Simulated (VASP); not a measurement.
Cd2F3:

```
Cd F
1.0
     2.82691    0.00000    0.00000
     0.00000    2.82691    0.00000
     0.00000    0.00000    8.48072
Cd F
2 3
Cartesian
  0.0000 0.0000 7.0673
  0.0000 0.0000 1.4135
  1.4135 1.4135 0.0000
  1.4135 1.4135 2.8269
  1.4135 1.4135 5.6538
```

The cell was built by a generator and needn't be a form met in nature.

The cell isn't the ideal one: ordered vacancies on the cation sites of caesium chloride (P4/mmm, No. 123).

- Program: VASP 6.6.1
- Task: relaxation of cell and atoms
- Functional: PBE
- Potentials or basis: VASP PAW PBE potentials, release 64 (Cd, F)
- Cutoff: 600 eV
- k mesh: 6 × 6 × 2
- Occupations: gaussian, width 0.1 eV
- Spin: no spin polarisation

At the start: pressure 16.6 GPa; volume 13.55 Å³/atom.

Question: Where does the relaxation end?

Answer: Over 10 steps the energy falls by 331.5 meV/atom and the volume is 16.48 Å³/atom (+21.6 %); space group P4/mmm (No. 123, to 0.05 Å).

Step by step:
| step | energy change (eV) | largest force (eV/Å) | pressure (GPa) | volume (Å³) |
| --- | --- | --- | --- | --- |
| 1 | 0.0000 | 3.2740 | 16.57 | 67.77 |
| 2 | -1.3915 | 1.1156 | -2.53 | 82.37 |
| 3 | -1.4160 | 1.0219 | -4.52 | 85.54 |
| 4 | -1.4160 | 1.0270 | -4.13 | 84.85 |
| 5 | -1.6310 | 0.3516 | -0.19 | 81.40 |
| 6 | -1.6446 | 0.1150 | 1.39 | 80.28 |
| 7 | -1.6447 | 0.1350 | 1.26 | 80.37 |
| 8 | -1.6553 | 0.0567 | 0.41 | 81.62 |
| 9 | -1.6570 | 0.0476 | -0.05 | 82.35 |
| 10 | -1.6577 | 0.0262 | 0.08 | 82.40 |

Final structure:
```
Cd F
1.0
     3.10461    0.00000    0.00000
     0.00000    3.10461    0.00000
     0.00000    0.00000    8.54914
Cd F
2 3
Direct
  0.00000 0.00000 0.79898
  0.00000 0.00000 0.20102
  0.50000 0.50000 0.00000
  0.50000 0.50000 0.31394
  0.50000 0.50000 0.68606
```

Caveat: the k mesh is coarse (spacing up to 0.37 Å⁻¹), so the values aren't converged; the volume moved by over 15 % at a fixed basis, so the end points are rough; an odd number of electrons without spin polarisation forces a metal; a magnetic or distorted state may lie lower.
